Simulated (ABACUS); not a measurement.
## GaAs: band structure with BLYP

**Measured values to compare with.**

From “Evidence of valence band perturbations in GaAsN/GaAs(001): A combined variable-angle spectroscopic ellipsometry and modulated photoreflectance investigation”, 2008, arxiv:0805.2212, for a bulk crystal of GaAs at 300 K: band gap 1.412 ± 0.01 eV (direct).

The system is GaAs.

```xyz
2
Lattice="0.0000 2.8268 2.8268 2.8268 0.0000 2.8268 2.8268 2.8268 0.0000" Properties=species:S:1:pos:R:3 pbc="T T T"
As    4.2403    4.2403    4.2403
Ga    0.0000    0.0000    0.0000
```

```yaml
Program: ABACUS 3.10.1
Task: band structure
Functional: BLYP
Potentials_or_basis: Ansatz NC PBE
Cutoff: 1361 eV
Density_cutoff: 5442 eV
Basis: DZP LCAO (the cutoffs set its grid)
Occupations: fermi-dirac, width 0.05 eV
Spin: no spin polarisation
Orbital_files: As As_confined-atom_7au_2s2p2d.orb, Ga Ga_confined-atom_8au_2s2p2d.orb
Radial_cutoff_of_the_potentials_pseudo_rcut: 10 bohr
Density: read from an earlier self-consistent run
Path: G-X-W-K-G-L-U-W-L-K, U-X
Points_for_each_segment_of_the_path: 10
SCF_threshold_on_the_density: 1e-07
Max_SCF_steps: 100
Eigensolver: scalapack_gvx
Mixing: broyden
Mixing_share: 0.7
Symmetry_key: -1
Bands: 24
```

* Band gap along the path: 0.44 eV, direct

Levels at the corners of the path, in eV from the Fermi level:
```
point  band 10  band 11  band 12  band 13  band 14  band 15  band 16  band 17  band 18  band 19
    Γ   -15.01   -12.98    -0.25    -0.25    -0.25     0.19     3.55     3.55     3.55     8.78
    X   -15.00   -10.56    -7.11    -2.89    -2.89     1.45     1.58     9.93     9.93    11.08
    W   -15.01   -10.51    -6.95    -3.70    -3.52     4.33     4.70     5.34     6.12    10.95
    K   -15.01   -10.61    -6.94    -4.02    -2.48     1.88     4.53     7.87     7.90     8.73
    Γ   -15.01   -12.98    -0.25    -0.25    -0.25     0.19     3.55     3.55     3.55     8.78
    L   -15.01   -11.29    -6.88    -1.39    -1.39     0.74     4.51     4.51     8.76    10.99
    U   -15.01   -10.61    -6.94    -4.02    -2.48     1.88     4.53     7.87     7.90     8.73
    W   -15.01   -10.51    -6.95    -3.70    -3.52     4.33     4.70     5.34     6.12    10.95
    L   -15.01   -11.29    -6.88    -1.39    -1.39     0.74     4.51     4.51     8.76    10.99
    K   -15.01   -10.61    -6.94    -4.02    -2.48     1.88     4.53     7.87     7.90     8.73
    U   -15.01   -10.61    -6.94    -4.02    -2.48     1.88     4.53     7.87     7.90     8.73
    X   -15.00   -10.56    -7.11    -2.89    -2.89     1.45     1.58     9.93     9.93    11.08
```

Run time: 1 s on 4 MPI ranks on Intel(R) Xeon(R) Platinum 8488C (Sapphire Rapids), with other jobs on the host, peak memory 0.44 GiB a rank.

A measured gap of GaAs is 1.412 eV (direct; 300 K; “Evidence of valence band perturbations in GaAsN/GaAs(001): A combined variable-angle spectroscopic ellipsometry and modulated photoreflectance investigation”, 2008, arxiv:0805.2212); the calculated 0.44 eV misses it by -0.97 eV. 3 values of this kind are on record (1.412 to 1.51 eV); this one was drawn at random among those near their median, those with a stated uncertainty first. Spin-orbit coupling on As, Ga is left out. The value is that of BLYP in an atomic basis (Ansatz NC PBE, DZP LCAO (the cutoffs set its grid)), whose error adds to the functional's,, without temperature or zero-point motion. Semilocal functionals fall short of measured gaps as a rule.

Caveat: the atomic orbitals were generated for these runs and aren't a published set; the density is read from an earlier self-consistent run, whose mesh may be coarse; the basis of atomic orbitals isn't converged, which shifts pressures, moduli and gaps.
